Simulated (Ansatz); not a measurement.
Crystal: InPd.

```
CELL_PARAMETERS angstrom
3.27188 0.00000 0.00000
0.00000 3.27188 0.00000
0.00000 0.00000 3.27188
ATOMIC_POSITIONS crystal
In 0.00000 0.00000 0.00000
Pd 0.50000 0.50000 0.50000
```

The cell comes from a database or a generator and needn't be the stable form of this composition.

Base run:

- Program: Ansatz 0.2.0
- Functional: PBEsol
- Potentials or basis: all-electron LAPW, scalar-relativistic
- Cutoff: 250 eV (chosen from the basis error)
- Basis error allowed: 0.001 eV/atom
- k mesh: 8 × 8 × 8
- Occupations: fermi-dirac, width 0.05 eV
- Spin: no spin polarisation

Its results: pressure -3.0 GPa.

Task: The run is repeated on the same cell with these changes: functional from PBEsol to PBE. What comes out?

Result: Pressure 3.6 GPa.

PBE binds less tightly than PBEsol, so the same cell stands under more pressure.
